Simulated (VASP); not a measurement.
# Cs in VASP: work function with PBE

Aim: the work function of Cs with PBE.

Everything below comes from runs of VASP 6.6.1. Logs are shortened: lines on timing, memory, paths and dates and some standing lists are left out, and cuts for length are marked.

## 1. The cell of the first run

The cell holds a slab with vacuum, 3 atoms: a = 5.584 Å, b = 5.584 Å, c = 24.118 Å, α = 90.00°, β = 90.00°, γ = 120.00°.

The slab is cut from a database's or a generator's crystal, which needn't be the stable form of the element.

## 2. Work function, PBE (the (1 1 1) slab of Cs, cut from the database cell, not relaxed)

INCAR reads:

```
SYSTEM = Cs
PREC     = Accurate       ! precision mode
ENCUT    = 520            ! plane-wave cutoff, eV
EDIFF    = 1E-7           ! SCF threshold, eV
ISMEAR   = 0              ! smearing method
SIGMA    = 0.05           ! smearing width, eV
LREAL    = .False.        ! projectors in reciprocal space
LASPH    = .True.         ! aspherical terms in the spheres
NELM     = 100            ! most SCF steps
ALGO     = Fast           ! electronic algorithm
ISIF     = 2              ! what is computed and relaxed
LWAVE    = .False.        ! write WAVECAR
LCHARG   = .True.         ! write CHGCAR
LDIPOL   = .True.       
IDIPOL   = 3            
DIPOL    = 0.5 0.5 0.500
GGA      = PE             ! functional
LELF     = .True.         ! ELF
LVHAR    = .True.       
LVACPOTAV= .True.
```

KPOINTS reads:

```
Automatic mesh
0
Gamma
  6 6 1
  0 0 0
```

POSCAR reads:

```
Cs
1.0
    5.5837899523      0.0000000000      0.0000000000
   -2.7918949762      4.8357039481      0.0000000000
    0.0000000000      0.0000000000     24.1182908094
Cs
3
Direct
    0.6666666667      0.3333333333      0.3109673094
    0.3333333333      0.6666666667      0.5000000000
    0.0000000000      0.0000000000      0.6890326906
```

Potentials or basis: VASP PAW PBE potentials, release 64 (Cs_sv).

The run is started by

```console
$ cat potpaw_PBE.64/Cs_sv/POTCAR > POTCAR
$ mpirun -np 1 vasp_std > vasp.out
```

OUTCAR:

```text
SYSTEM = Cs
   PREC = Accurate
   ENCUT = 520
   EDIFF = 1E-7
   ISMEAR = 0
   LREAL = .False.
   LASPH = .True.
   NELM = 100
   ISIF = 2
   GGA = PE

 ion  position               nearest neighbor table
   1  0.667  0.333  0.311-
   2  0.333  0.667  0.500-
   3  0.000  0.000  0.689-

  LATTYP: Found a hexagonal cell.
 ALAT       =     5.5837899523
 C/A-ratio  =     4.3193406298

  Lattice vectors:

 A1 = (   5.5837899523,   0.0000000000,   0.0000000000)
 A2 = (  -2.7918949762,   4.8357039481,   0.0000000000)
 A3 = (   0.0000000000,   0.0000000000,  24.1182908094)

Analysis of symmetry for initial positions (statically):
=====================================================================
 Subroutine PRICEL returns:
 Original cell was already a primitive cell.

 Routine SETGRP: Setting up the symmetry group for a
 hexagonal supercell.

 Subroutine GETGRP returns: Found 12 space group operations
 (whereof  6 operations were pure point group operations)
 out of a pool of 24 trial point group operations.

The static configuration has the point symmetry C_3v.
 The point group associated with its full space group is D_3d.

Analysis of symmetry for dynamics (positions and initial velocities):
=====================================================================
 Subroutine PRICEL returns:
 Original cell was already a primitive cell.

 Routine SETGRP: Setting up the symmetry group for a
 hexagonal supercell.

 Subroutine GETGRP returns: Found 12 space group operations
 (whereof  6 operations were pure point group operations)
 out of a pool of 24 trial point group operations.

The dynamic configuration has the point symmetry C_3v.
 The point group associated with its full space group is D_3d.

 Subroutine INISYM returns: Found 12 space group operations
 (whereof  6 operations are pure point group operations),
 and found     1 'primitive' translations

----------------------------------------------------------------------------------------

                                     Primitive cell

  volume of cell :     651.2314

  direct lattice vectors                    reciprocal lattice vectors
     5.583789952  0.000000000  0.000000000     0.179089831  0.103397562  0.000000000
    -2.791894976  4.835703948  0.000000000     0.000000000  0.206795125  0.000000000
     0.000000000  0.000000000 24.118290809     0.000000000  0.000000000  0.041462308

  length of vectors
[... 72 lines left out ...]
   ISIF   =      2    stress and relaxation
   ISYM   =      2    0-nonsym 1-usesym 2-fastsym
   POTIM  = 0.5000    time-step for ionic-motion
   TEBEG  =    0.0;   TEEND  =   0.0 temperature during run
   PSTRESS=    0.0 pullay stress
   NELECT =      27.0000    total number of electrons
   NUPDOWN=      -1.0000    fix difference up-down
   EMIN   =  10.00;   EMAX   =-10.00  energy-range for DOS
   EFERMI =   0.00;   METHOD = LEGACY
   ISMEAR =     0;   SIGMA  =   0.05  broadening in eV -4-tet -1-fermi 0-gaus
   EFERMI_NEDOS =   21; number of points for ismear=-14 and -15
   IALGO  =     68    algorithm
   IMIX   =      4    mixing-type and parameters
     AMIX     =   0.40;   BMIX     =  1.00
     AMIX_MAG =   1.60;   BMIX_MAG =  1.00
  volume/ion in A,a.u.               =     217.08      1464.91
  Fermi-wavevector in a.u.,A,eV,Ry     =   0.566610  1.070738  4.368110  0.321047
  Thomas-Fermi vector in A             =   1.605078
   LORBIT       =      0    0 simple, 1 ext, 2 COOP (PROOUT), +10 PAW based schemes
   GGA     = PE    functional components
   LHFCALC =     F    Hartree Fock is set to
   AEXX    =    0.0000 exact exchange contribution
   IVDW    =     0    specifies the selected vdW correction
   LEPSILON=     F    determine dielectric tensor
   LRPA    =     F    only Hartree local field effects (RPA)
 non-spin polarized calculation
 RMM-DIIS sequential band-by-band and
 Gauss-broadening in eV      SIGMA  =   0.05
  energy-cutoff  :      520.00
  volume of cell :      651.23
 maximum number of plane-waves:     17615
 NGX is ok and might be reduce to    42
   NGX = 21   NGY = 21   NGZ = 89

 dipolmoment           0.000000      0.000000     -0.000000 electrons x Angstroem

 number of electron      27.0000008 magnetization

 dipolmoment           0.000000      0.000000      0.000000 electrons x Angstroem

 Free energy of the ion-electron system (eV)
  ---------------------------------------------------
  ext. energy  EPLUGINS =         0.00000000
  ---------------------------------------------------
  free energy    TOTEN  =        -2.35035153 eV

  energy without entropy =       -2.34284841  energy(sigma->0) =       -2.34659997

 E-fermi :  -0.6989     XC(G=0):  -3.4479

 val. band max:       -0.7227511722   @ k =   0.3333   0.1667   0.0000
 cond. band min:      -0.5830647880   @ k =   0.5000  -0.0000   0.0000
 fundamental gap:      0.1396863842
 Fermi energy:        -0.6989189472

 k-point     1 :       0.0000    0.0000    0.0000
  band No.  band energies     occupation
      1     -24.7246      2.00000
      2     -24.7246      2.00000
      3     -24.5303      2.00000
      4     -11.5567      2.00000
      5     -11.5509      2.00000
      6     -11.4740      2.00000
[... 117 lines left out ...]
      4     -11.5398      2.00000
      5     -11.5398      2.00000
      6     -11.5323      2.00000
[... 9 lines left out ...]
     16       0.2716      0.00000
     17       0.3007      0.00000

------------------------ aborting loop because EDIFF is reached ----------------------------------------

  FORCE on cell =-STRESS in cart. coord.  units (eV):
  Direction    XX          YY          ZZ          XY          YZ          ZX
  --------------------------------------------------------------------------------------
  -------------------------------------------------------------------------------------
  Total       -0.2971044     -0.2971044     -0.2173964      0.0000000      0.0000000     -0.0000000
  in kB       -0.7309444     -0.7309444     -0.5348446      0.0000000      0.0000000     -0.0000000
  external PRESSURE =      -0.6655778 kB  Pullay stress =       0.0000000 kB

 VOLUME and BASIS-vectors are now :
 -----------------------------------------------------------------------------
  energy-cutoff  :      520.00
  volume of cell :      651.23
      direct lattice vectors                 reciprocal lattice vectors
     5.583789952  0.000000000  0.000000000     0.179089831  0.103397562  0.000000000
    -2.791894976  4.835703948  0.000000000     0.000000000  0.206795125  0.000000000
     0.000000000  0.000000000 24.118290809     0.000000000  0.000000000  0.041462308

 POSITION                                       TOTAL-FORCE (eV/Angst)
 -----------------------------------------------------------------------------------
      2.79189      1.61190      7.50000         0.000000      0.000000      0.020558
     -0.00000      3.22380     12.05915        -0.000000      0.000000      0.000000
      0.00000      0.00000     16.61829        -0.000000      0.000000     -0.020558
 -----------------------------------------------------------------------------------
    total drift:                               -0.000000      0.000000     -0.000000

  FREE ENERGIE OF THE ION-ELECTRON SYSTEM (eV)
  ---------------------------------------------------
  free  energy   TOTEN  =        -2.3503515267 eV

  energy  without entropy=       -2.3428484146  energy(sigma->0) =       -2.34659997

 vacuum level on the upper side and lower side of the slab         1.363         1.363
```

stdout:

```text
POSCAR found type information on POSCAR Cs
 POSCAR found :  1 types and       3 ions
 scaLAPACK will be used
 LDA part: xc-table for (Slater+PW92), standard interpolation
 POSCAR, INCAR and KPOINTS ok, starting setup
 FFT: planning ... GRIDC
 FFT: planning ... GRID_SOFT
 FFT: planning ... GRID
 WAVECAR not read
 entering main loop
 -----------------------------------------------------------------------------
|                                                                             |
|           W    W    AA    RRRRR   N    N  II  N    N   GGGG   !!!           |
|           W    W   A  A   R    R  NN   N  II  NN   N  G    G  !!!           |
|           W    W  A    A  R    R  N N  N  II  N N  N  G       !!!           |
|           W WW W  AAAAAA  RRRRR   N  N N  II  N  N N  G  GGG   !            |
|           WW  WW  A    A  R   R   N   NN  II  N   NN  G    G                |
|           W    W  A    A  R    R  N    N  II  N    N   GGGG   !!!           |
|                                                                             |
|     Did not find any points to average over, which means that no vacuum     |
|     field-free region was found. Please increase the size of  your cell     |
|     in the dimension of the dipole correction to obtain accurate            |
|     workfunction values.                                                    |
|                                                                             |
 -----------------------------------------------------------------------------
```

It took 3.8 min on 1 thread of Intel Xeon 6975P-C (Granite Rapids), shared host; peak memory 0.65 GiB.

What came out:

| Property | Result |
| --- | --- |
| Free energy | -2.3504 eV |
| Largest force | 0.021 eV/Å |
| Band gap on the k mesh | none (metal or under the smearing width) |
| Work function of the upper face | 2.06 eV |
| Work function of the lower face | 2.06 eV |

Forces on the atoms (eV/Å):
```
Cs   0.000  0.000  0.021
Cs   0.000  0.000  0.000
Cs   0.000  0.000 -0.021
```

Levels at points of the mesh, in eV from the Fermi level:
| k point | band 11 | band 12 | band 13 | band 14 | band 15 | band 16 | band 17 |
| --- | --- | --- | --- | --- | --- | --- | --- |
| (0.00, 0.00, 0.00) | -10.60 | -10.60 | -1.44 | -1.04 | -0.41 | 0.71 | 0.92 |
| (0.50, 0.00, 0.00) | -10.62 | -10.62 | 0.12 | 0.33 | 0.36 | 0.85 | 1.07 |

The run has no spin-orbit coupling, so splittings on Cs are missing.
